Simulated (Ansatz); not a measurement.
# Zr2CO2 MXene monolayer in a perpendicular field, part 2 of 2

Aim: how the Zr2CO2 MXene monolayer screens a field along its normal, and what the field does to its bands. A positive field points along +c.

Ansatz 0.2.0; plane-wave DFT, PBE-D3(BJ), Ansatz PAW.

So far. Step 2 (Relaxing the slab): The lattice constant a goes from 3.289 to 3.291 Å.

## Step 3: Single point, field 0

A sawtooth potential applies the field, turning back in the middle of the vacuum. With the dipole correction the typed value is the field outside the slab. The induced dipole is small, so the SCF threshold is tight.

The cell differs from the one that the last finished run ended in (c 40.953 → 22.638 Å).

The input, input.yaml:

```yaml
crystal:
  lattice:
    - [3.2909635229, 0.0, 0.0]
    - [-1.6454817614, 2.8500580137, 0.0]
    - [0.0, 0.0, 22.6379547632]
  atoms:
    - { symbol: O, position: [0.3333333333, 0.6666666667, 0.3975624165] }
    - { symbol: Zr, position: [0.6666666667, 0.3333333333, 0.4384030474] }
    - { symbol: C, position: [0.0, 0.0, 0.5] }
    - { symbol: Zr, position: [0.3333333333, 0.6666666667, 0.5615969526] }
    - { symbol: O, position: [0.6666666667, 0.3333333333, 0.6024375835] }
kpoints:
  mp_grid: { grid: [18, 18, 1] }
  band_path:
    path: [[0, 0, 0], [0.5, 0, 0], [0.33333333, 0.33333333, 0], [0, 0, 0]]
    npoints: 16
hamiltonian:
  xc: pbe
  dispersion: d3bj
scf:
  occupations: { method: fermi_dirac, width: 0.02585 }
  convergence: { dr2_threshold: 1.0e-10 }
efield:
  axis: 3
  dipole_correction: true
  ramp_position: 0.97
  ramp_width: 0.06
  amplitude: 0
output:
  dos: { projected: true, e_range: [-6, 5] }
  write_potential: true
  write_density: true
  volumetric_format: npy
  elf: true
```

Launch:

```console
$ ansatz run input.yaml --threads 2 --pin off --max-ram 3072MiB --backend cpu --events-out ev --progress --plain --runs-dir out
```

Numbers of over 12 decimals in the logs are rounded to 6 here.

What it wrote:

```text
[...]
Crystal: 5 atoms, lattice volume = 212.331 Å³
Basis set: ecut = 420 eV, 4227 PW (Γ)
Bands: 25, of which v1, the nominal top of the filled ones, is band 20 counted from 1 (19 counted from 0)
Symmetry: 6 space group operations
k-points: 37 of 324 (time reversal used)
[...]
SCF iter   1: F=—  HF=-9760.699337 eV  |F-HF|=—  |Δ(HF+E_count)|=         —  Δρ=2.98e-3  dr2=2.87e-2  ethr=1.77e-3  p=0.000 e·Å  D=7.88e-14 V/Å  ΔV_dip=-0.00 eV  dr2_dipole=9.96e-9  V_vac-E_F(+/−)=4.94/4.94 eV  ⟨swp⟩=8.6  Hψ=4800  notcnv=0
efield: sawtooth ramp at fractional position 0.9700 (set: `efield.ramp_position`, or a place that a band, a saddle search or an elastic batch's reference lends), width 0.0600; the density the first Hamiltonian is built on has a dipole p = 0.000 e·Å; the dipole correction subtracts the counter field D = 7.88e-14 V/Å, which shifts the + side's vacuum level by -0.00 eV against the − side's; the planar-averaged density in the ramp window peaks in size at 3.0e-6 e/Å³
[...]
SCF iter   2: F=—  HF=-9760.704680 eV  |F-HF|=—  |Δ(HF+E_count)|=   5.34e-3  Δρ=3.57e-3  dr2=5.88e-2  ethr=7.17e-5  p=-0.000 e·Å  D=-6.52e-5 V/Å  ΔV_dip=0.00 eV  dr2_dipole=2.08e-7  V_vac-E_F(+/−)=4.72/4.72 eV  ⟨swp⟩=3.3  Hψ=1920  notcnv=0  defer=31
[...]
SCF iter  13: F=-9760.695787 eV  HF=-9760.695787 eV  |F-HF|=1.27e-11  |Δ(HF+E_count)|=  3.09e-11  Δρ=1.03e-7  dr2=1.13e-11  ethr=1.00e-12  p=0.000 e·Å  D=7.32e-8 V/Å  ΔV_dip=-0.00 eV  dr2_dipole=4.00e-15  V_vac-E_F(+/−)=4.92/4.92 eV  ⟨swp⟩=6.5  Hψ=2992  notcnv=0
SCF 1 converged in 13 iterations: F = -9760.695787 eV  dr2 = 1.13e-11
[...]
NSCF: frozen V_eff on 49 k-points
efield: sawtooth ramp at fractional position 0.9700 (kept from the solve that this one continues, or follows in the run), width 0.0600; the density the first Hamiltonian is built on has a dipole p = 0.000 e·Å; the dipole correction subtracts the counter field D = 7.32e-8 V/Å, which shifts the + side's vacuum level by -0.00 eV against the − side's; the planar-averaged density in the ramp window peaks in size at 7.3e-7 e/Å³
[...]
SCF converged after 13 iterations
Free energy (F): -9760.695787 eV
[...]
Internal energy: -9760.695787 eV  (E = F + TS)
E sigma→0 (E₀):  -9760.695787 eV
Fermi energy:    0.488292 eV
Dipole field:    D = -0.000000 V/Å  (p = -0.000000 e·Å, saw-weighted, corrected)
Work function:   Φ+ = 4.9179 eV   Φ− = 4.9179 eV
Levels:          The Fermi level and band energies are counted from a zero that moves with the ramp; work functions are not
[...]
--- Band table (eV; the first three rows and the last of 37) ---
  k-point 0: bands = [... 16 lower, -4.1353, -1.1636, 0.0269, 0.0269, 1.8934, 1.8934, 2.3156, 3.3152, ... 1 higher]
  k-point 1: bands = [... 16 lower, -4.0832, -1.1011, -0.2415, -0.1006, 1.9331, 2.0510, 2.3280, 3.3297, ... 1 higher]
  k-point 2: bands = [... 16 lower, -3.9467, -0.9909, -0.8128, -0.3767, 1.7831, 2.3983, 2.5588, 3.4030, ... 1 higher]
  k-point 36: bands = [... 16 lower, -3.6026, -2.2529, -2.2270, -2.2270, 2.2000, 3.1285, 3.1285, 3.9499, ... 1 higher]
```

Run time: 8.8 s. Hardware: 2 threads of Intel Xeon 6975P-C (Granite Rapids), shared host; peak memory 0.58 GiB.

Reading the cycles: dr2 is the Hartree energy of the density residual (eV), the measure of convergence; HF is the Harris–Foulkes estimate of the energy, which meets the free energy F at convergence.

Numbers from this step:

```
gap on the k-mesh                  : 0.9501 eV
dipole along the normal            : -1.11e-8 e·Å
gap along the path                 : 0.9501 eV
smallest direct gap along the path : 1.867 eV
ionisation energy, upper face      : 5.379 eV
electron affinity, upper face      : 4.429 eV
gap, the smaller of path and mesh  : 0.9501 eV
```

Running mean over a fixed 2.7 Å (it still follows the layers) of the planar mean; the ramp of the sawtooth is left out. Electron's electrostatic potential energy less the Fermi level against z:

| z (Å) | electron's electrostatic potential energy less the Fermi level (eV) |
| --- | --- |
| 3 | 4.92 |
| 4 | 4.92 |
| 5 | 4.92 |
| 6 | 4.91 |
| 7 | 4.64 |
| 8 | 0.605 |
| 9 | -7.12 |
| 10 | -10.8 |
| 11 | -9.74 |
| 12 | -10.4 |
| 13 | -9.89 |
| 14 | -4.39 |
| 15 | 2.75 |
| 16 | 4.84 |
| 17 | 4.92 |
| 18 | 4.92 |
| 19 | 4.92 |

The density of states has structure finer than the step of the table below, so its rows give means over 0.2 eV, whole bins alone (the curve runs from -6 to 2.46 eV). Peaks (eV: height): -5.17: 11.5, -4.81: 13.7, -4.68: 9.85, -4.54: 9.21, -4.26: 10.4, -4.21: 13.9, -4.02: 8.64.

Table of density of states by energy, zero at the Fermi level of the run, which the smearing sets inside the gap; means over each step:

| energy (eV) | density of states (states/eV a cell) |
| --- | --- |
| -5.8 | 1.43 |
| -5.6 | 4.65 |
| -5.4 | 5.07 |
| -5.2 | 8.63 |
| -5.0 | 4.27 |
| -4.8 | 7.24 |
| -4.6 | 8.50 |
| -4.4 | 5.23 |
| -4.2 | 7.27 |
| -4.0 | 5.37 |
| -3.8 | 0.00878 |
| -3.6 | 0 |
| -3.4 | 0 |
| -3.2 | 1.58 |
| -3.0 | 2.48 |
| -2.8 | 3.63 |
| -2.6 | 1.95 |
| -2.4 | 1.94 |
| -2.2 | 2.22 |
| -2.0 | 3.36 |
| -1.8 | 4.35 |
| -1.6 | 4.11 |
| -1.4 | 2.29 |
| -1.2 | 0.827 |
| -1.0 | 0.456 |
| -0.8 | 0.362 |
| -0.6 | 0.258 |
| -0.4 | 0.0117 |
| -0.2 | 0 |
| 0.0 | 0 |
| 0.2 | 0 |
| 0.4 | 0.0277 |
| 0.6 | 1.12 |
| 0.8 | 1.56 |
| 1.0 | 2.03 |
| 1.2 | 2.59 |
| 1.4 | 1.76 |
| 1.6 | 1.21 |
| 1.8 | 0.512 |
| 2.0 | 0.778 |
| 2.2 | 0.997 |

Projected DOS per atom over height of the atomic layer and energy from the Fermi level. Layers: O Zr C Zr O from below.

Values in states/eV, 22 rows by 5 columns, each cell a mean:
```
0.06 0.42 0.10 0.42 0.06
0.04 0.26 0.05 0.26 0.04
0.09 0.59 0.09 0.59 0.09
0.18 0.89 0.14 0.89 0.18
0.17 0.48 0.06 0.48 0.17
0.01 0.03 0.00 0.03 0.01
0.00 0.00 0.00 0.00 0.00
0.01 0.01 0.05 0.01 0.01
0.03 0.05 0.20 0.05 0.03
0.12 0.12 0.49 0.12 0.12
0.41 0.44 1.75 0.44 0.41
0.45 0.50 1.86 0.50 0.45
0.20 0.32 0.94 0.32 0.20
0.38 0.49 1.17 0.49 0.38
0.21 0.31 0.84 0.31 0.21
0.00 0.00 0.00 0.00 0.00
1.16 0.14 0.08 0.14 1.16
2.43 0.58 0.40 0.58 2.43
2.81 0.99 0.50 0.99 2.81
1.99 0.81 0.17 0.81 1.99
1.76 0.91 0.36 0.91 1.76
0.56 0.38 0.25 0.38 0.56
```
Columns: height of the atomic layer (Å) from 9 to 13.6 (not evenly spaced); rows upwards: energy from the Fermi level (eV) from -5.96 to 2.41.

Electronic bands along the path, in eV, zero at the Fermi level of the run, which the smearing sets inside the gap:

| point | band 17 | band 18 | band 19 | band 20 | band 21 | band 22 | band 23 | band 24 |
| --- | --- | --- | --- | --- | --- | --- | --- | --- |
| Γ | -4.62 | -1.65 | -0.46 | -0.46 | 1.41 | 1.41 | 1.83 | 2.83 |
| halfway | -4.19 | -2.72 | -1.53 | -1.45 | 0.84 | 2.65 | 2.75 | 3.45 |
| M | -3.90 | -3.29 | -1.80 | -1.47 | 0.49 | 2.72 | 3.55 | 3.90 |
| halfway | -3.94 | -3.14 | -2.32 | -2.02 | 1.24 | 2.77 | 2.96 | 3.58 |
| K | -4.09 | -2.74 | -2.72 | -2.72 | 1.71 | 2.64 | 2.64 | 3.46 |
| halfway | -4.25 | -2.70 | -2.08 | -1.59 | 1.22 | 2.35 | 3.17 | 3.21 |
| Γ | -4.62 | -1.65 | -0.46 | -0.46 | 1.41 | 1.41 | 1.83 | 2.83 |

ELF in the ca plane at fractional y = 0.333, with atoms of Zr and O within 0.2 Å of it. It is the smooth field of the valence electrons, not physical close to the nuclei.

Ten even steps from '0' (0.00) to '9' (0.83), each cell a mean:
```
00000000000000011125763354211478852100000000
00000000000000000169897222115999974100000000
00000000000000000287268211127857985200000000
00000000000000000288588211127978984200000000
00000000000000001147884233113799963100000000
00000000000000123322332565211246531000000000
00000000000000136763115886333211100000000000
00000000000000246774126886334200000000000000
00000000000000135542113676222123310000000000
```
Columns run along c (16.0 Å, from fractional 0.12 to 0.82 of the cell), rows up along a (3.3 Å). Atoms in or near the plane, at fractional coordinates: Zr at (0.44, 0.67), O at (0.60, 0.67).

Valence density in the ca plane at fractional y = 0.333, with atoms of Zr and O within 0.2 Å of it. It is the smooth field of the valence electrons, not physical close to the nuclei.

Ten steps, logarithmic in the rise over the least value, from '0' (0.0 e/Å³) to '9' (6.5 e/Å³), each cell a mean:
```
00000000000000000001235665333333455421000000
00000000000000000001257887432223688741000000
00000000000000000000268888522224799852000000
00000000000000000000258888522224699742000000
00000000000000000001246776432223567531000000
00000000000000000001234544333333444310000000
00000000000000000012343333344445432100000000
00000000000000000012343323444445432100000000
00000000000000000012333333344344433210000000
```
Columns run along c (16.0 Å, from fractional 0.06 to 0.77 of the cell), rows up along a (3.3 Å). Atoms in or near the plane, at fractional coordinates: Zr at (0.44, 0.67), O at (0.60, 0.67).

Electrostatic potential energy in the ca plane at fractional y = 0.333, with atoms of Zr and O within 0.2 Å of it. With pseudopotentials it is smooth inside the atoms' cores, unlike the true potential.

Ten even steps from '0' (-48 eV) to '9' (6 eV), each cell a mean:
```
99999999999999999999875336899888888999999999
99999999999999999999851002689998732699999999
99999999999999999999740000589999500389999999
99999999999999999999850000589998611499999999
99999999999999999999873114789988866899999999
99999999999999999999987667899877788999999999
99999999999999999999998888998876678999999999
99999999999999999999998889988865678999999999
99999999999999999999988778898876788999999999
```
Columns run along c (16.0 Å, from fractional 0.06 to 0.77 of the cell; values clipped at the 3rd and 97th percentile), rows up along a (3.3 Å). Atoms in or near the plane, at fractional coordinates: Zr at (0.44, 0.67), O at (0.60, 0.67).

The gap is 0.95 eV, with the valence edge 5.38 eV and the conduction edge 4.43 eV under the upper vacuum level.

## Step 4: Atoms held, field 0.1 V/Å

Edit input.yaml of step 3 so:

```diff
@@ -27,5 +27,4 @@
   ramp_width: 0.06
-  amplitude: 0
+  amplitude: 0.1
 output:
-  dos: { projected: true, e_range: [-6, 5] }
   write_potential: true
@@ -33,2 +32 @@
   volumetric_format: npy
-  elf: true
```

What it wrote:

```text
[...]
Crystal: 5 atoms, lattice volume = 212.331 Å³
Basis set: ecut = 420 eV, 4227 PW (Γ)
Bands: 25, of which v1, the nominal top of the filled ones, is band 20 counted from 1 (19 counted from 0)
Symmetry: 6 space group operations
k-points: 37 of 324 (time reversal used)
[...]
k-point 0: bands = [... 16 lower, -4.1352, -1.1639, 0.0266, 0.0266, 1.8931, 1.8931, 2.3152, 3.3150, ... 1 higher]
  k-point 1: bands = [... 16 lower, -4.0831, -1.1014, -0.2418, -0.1009, 1.9328, 2.0506, 2.3277, 3.3295, ... 1 higher]
  k-point 2: bands = [... 16 lower, -3.9466, -0.9912, -0.8131, -0.3770, 1.7827, 2.3979, 2.5584, 3.4028, ... 1 higher]
  k-point 36: bands = [... 16 lower, -3.6005, -2.2533, -2.2336, -2.2207, 2.1997, 3.1128, 3.1436, 3.9497, ... 1 higher]
[key lines of the parts left out:]
SCF converged after 16 iterations
Free energy (F): -9760.697232 eV
Fermi energy:    0.487959 eV
Dipole field:    D = 0.024628 V/Å  (p = 0.028899 e·Å, saw-weighted, corrected)
```

It took 10 s on 2 threads; peak memory 0.58 GiB.

The dipole is 0.0289 e·Å, and the gap 0.950 eV.

## Step 5: Single point, field -0.1 V/Å

Edit input.yaml of step 4 so:

```diff
@@ -27,3 +27,3 @@
   ramp_width: 0.06
-  amplitude: 0.1
+  amplitude: -0.1
 output:
```

What it wrote:

```text
[...]
Crystal: 5 atoms, lattice volume = 212.331 Å³
Basis set: ecut = 420 eV, 4227 PW (Γ)
Bands: 25, of which v1, the nominal top of the filled ones, is band 20 counted from 1 (19 counted from 0)
Symmetry: 6 space group operations
k-points: 37 of 324 (time reversal used)
[...]
k-point 0: bands = [... 16 lower, -4.1352, -1.1639, 0.0266, 0.0266, 1.8931, 1.8931, 2.3152, 3.3150, ... 1 higher]
  k-point 1: bands = [... 16 lower, -4.0831, -1.1014, -0.2418, -0.1009, 1.9328, 2.0506, 2.3277, 3.3295, ... 1 higher]
  k-point 2: bands = [... 16 lower, -3.9466, -0.9912, -0.8131, -0.3770, 1.7827, 2.3979, 2.5584, 3.4028, ... 1 higher]
  k-point 36: bands = [... 16 lower, -3.6005, -2.2533, -2.2336, -2.2207, 2.1997, 3.1128, 3.1436, 3.9497, ... 1 higher]
[key lines of the parts left out:]
SCF converged after 16 iterations
Free energy (F): -9760.697232 eV
Fermi energy:    0.487958 eV
Dipole field:    D = -0.024628 V/Å  (p = -0.028899 e·Å, saw-weighted, corrected)
```

The job ended after 10 s (2 threads; peak memory 0.57 GiB; 20 s of CPU time).

The dipole is -0.0289 e·Å, and the gap 0.950 eV.

## Step 6: Response, atoms held

This step: plane-wave DFT, PBE-D3(BJ), Ansatz PAW; response to a field along the normal, atoms held (Ansatz 0.2.0).

The dipoles give the slope, and the difference of two potentials shows where the field is screened.

Numbers from this step:

- equivalent conductor thickness p/(ε₀AE): 5.575 Å
- distance between the outer atoms: 4.638 Å

Dipole of the cell against applied field:

| applied field (V/Å) | dipole of the cell (e·Å) |
| --- | --- |
| -0.1000 | -0.0289 |
| 0.0000 | 0 |
| 0.1000 | 0.0289 |

Local field over the applied field, running mean. From the potentials at -0.1 and 0.1 V/Å; running mean over 2.5 Å. The local field over applied field by z:

| z (Å) | local field over applied field |
| --- | --- |
| 4.5 | 1.000 |
| 5.0 | 0.999 |
| 5.5 | 0.997 |
| 6.0 | 0.990 |
| 6.5 | 0.969 |
| 7.0 | 0.912 |
| 7.5 | 0.800 |
| 8.0 | 0.649 |
| 8.5 | 0.480 |
| 9.0 | 0.322 |
| 9.5 | 0.194 |
| 10.0 | 0.113 |
| 10.5 | 0.0707 |
| 11.0 | 0.0591 |
| 11.5 | 0.0586 |
| 12.0 | 0.0649 |
| 12.5 | 0.0985 |
| 13.0 | 0.167 |
| 13.5 | 0.283 |
| 14.0 | 0.434 |
| 14.5 | 0.603 |
| 15.0 | 0.761 |
| 15.5 | 0.886 |
| 16.0 | 0.958 |
| 16.5 | 0.986 |
| 17.0 | 0.996 |
| 17.5 | 0.999 |
| 18.0 | 1.000 |
| 18.5 | 1.000 |

The induced electron density oscillates, so the rows of the table below give means over windows of 0.5 Å about each position, cut where the curve ends. Its maxima inside the range that stand out by 2 % of the span (Å: e/Å³ per V/Å): 8.35: 0.00354, 9.20: 0.00188, 10.61: 7.2e-4, 12.88: 1.5e-4, 13.72: -0.00142. Its minima: 8.91: 0.00142, 9.76: -1.5e-4, 12.03: -7.2e-4, 13.44: -0.00188, 14.29: -0.00354.

Electrons, planar mean, per unit field. The induced electron density by z; means over each step:

| z (Å) | induced electron density (e/Å³ per V/Å) |
| --- | --- |
| 4.5 | 9.6e-7 |
| 5.0 | 3.4e-6 |
| 5.5 | 1.2e-5 |
| 6.0 | 4.3e-5 |
| 6.5 | 1.4e-4 |
| 7.0 | 4.5e-4 |
| 7.5 | 0.00125 |
| 8.0 | 0.00274 |
| 8.5 | 0.00296 |
| 9.0 | 0.00167 |
| 9.5 | 6.8e-4 |
| 10.0 | 1.5e-5 |
| 10.5 | 6.0e-4 |
| 11.0 | 2.3e-4 |
| 11.5 | -9.6e-5 |
| 12.0 | -6.1e-4 |
| 12.5 | -1.8e-4 |
| 13.0 | -2.5e-4 |
| 13.5 | -0.00161 |
| 14.0 | -0.00246 |
| 14.5 | -0.00310 |
| 15.0 | -0.00160 |
| 15.5 | -6.0e-4 |
| 16.0 | -2.0e-4 |
| 16.5 | -6.0e-5 |
| 17.0 | -1.8e-5 |
| 17.5 | -4.8e-6 |
| 18.0 | -1.4e-6 |
| 18.5 | -4.7e-7 |

The smaller of the gaps on the path and on the k-mesh, counted as 0 under 0.03 eV. The gap stays at 0.950 eV for applied field from -0.1 to 0.1 V/Å.

By hand: between -0.1 and 0.1 V/Å the dipole changes by 0.05780 e·Å, a slope of 0.2890 e·Å²/V. A perfect conductor of thickness t has p = ε₀AEt, so t = 180.95 × 0.2890 / 9.379 = 5.58 Å (e/ε₀ = 180.95 V·Å, A in Å²).

The induced dipole is that of a conductor 5.58 Å thick.

## Step 7: What came out

```json
{"gap without field": "0.950 eV", "ionisation energy, upper face": "5.38 eV", "electron affinity, upper face": "4.43 eV", "equivalent conductor thickness, atoms held": "5.58 Å"}
```

In words: The induced dipole equals that of a perfect conductor 5.58 Å thick, while the outer atoms lie 4.64 Å apart; an out-of-plane ε follows only once a thickness t is chosen, by 1 − 1/ε = 5.58 Å / t. The gap stays within 0.01 eV of 0.95 eV over the fields run, up to 0.1 V/Å in size. Semilocal functionals give gaps that are too small, and excitons are not included. Spin-orbit coupling is left out. The MXene's terminations sit over the metal atoms of its far layer; the site over carbon or nitrogen, which some compounds prefer, was not run.

[Logs are printed without paths, hosts, clocks, repeated set-up lines and the standing remarks that a program may print on its own settings, such as how far it seeks lower states.]

[Hosts, paths, dates, database ids (printed as entryN), source tags and the programs' standing remarks are cut or masked in the printed files.]

[Maps of the electrostatic potential energy from Ansatz leave out the sawtooth potential of an applied field or a dipole correction, so their vacuum need not be flat; planar profiles and work functions include it.]

[The density of states shown here was stored with 400 of the rows of the run's finer table, so its peaks can read low, often by over a quarter, or be missed, and its means over a window can be off by a tenth or more.]
